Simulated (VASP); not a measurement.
Here is a VASP 6.6.1 calculation.

The input POSCAR:

```
Se
1.0
    4.1188421192      0.0000000000      0.0000000000
   -2.0594210596      3.5670219094     -0.0000000000
   -0.0000000000      0.0000000000      5.1637386728
  Se
     3
Direct
     0.2458319444642024    0.0000000000000000    0.3333333332999970
     0.0000000000000000    0.2458319444642024    0.6666666667000030
     0.7541680555357976    0.7541680555357976    0.0000000000000000
```

Contents of INCAR.step1:

```
SYSTEM = Se
  AGGAC = 0.0
  ALGO = Fast
  EDIFF = 1E-8
  EDIFFG = -0.002
  ENCUT = 600
  GGA = MK
  IBRION = 2
  ISIF = 3
  ISMEAR = 0
  KPAR = 2
  LASPH = .True.
  LCHARG = .False.
  LREAL = .False.
  LUSE_VDW = .True.
  LWAVE = .False.
  NELM = 80
  NSW = 40
  PARAM1 = 0.1234
  PARAM2 = 0.711357
  PREC = Accurate
  SIGMA = 0.03
  ZAB_VDW = -1.8867
```

Contents of INCAR.step2:

```
SYSTEM = Se
  AGGAC = 0.0
  ALGO = Fast
  EDIFF = 1E-8
  ENCUT = 600
  GGA = MK
  IBRION = 6
  ISIF = 2
  ISMEAR = 0
  KPAR = 2
  LASPH = .True.
  LCHARG = .False.
  LREAL = .False.
  LUSE_VDW = .True.
  LWAVE = .False.
  NELM = 80
  NFREE = 2
  NSW = 1
  PARAM1 = 0.1234
  PARAM2 = 0.711357
  POTIM = 0.015
  PREC = Accurate
  SIGMA = 0.03
  ZAB_VDW = -1.8867
```

The input KPOINTS:

```
k-points
0
Gamma
  9 9 6
  0 0 0
```

Potentials or basis: VASP PAW PBE potentials, release 64 (Se).

Command:

```sh
$ cat potpaw_PBE.64/Se/POTCAR > POTCAR
$ cp INCAR.step1 INCAR
$ mpirun -np 2 vasp_std > vasp.out
$ cp CONTCAR POSCAR
$ cp INCAR.step2 INCAR
$ mpirun -np 2 vasp_std > vasp.out
```

Q: Estimate the highest phonon frequency at Γ.

A: 197 cm⁻¹.

Phonon frequencies in cm⁻¹ (negative: imaginary):
| q point | frequencies |
| --- | --- |
| (0.000, 0.000, 0.000) | 0 0 0 122 136 136 187 197 197 |
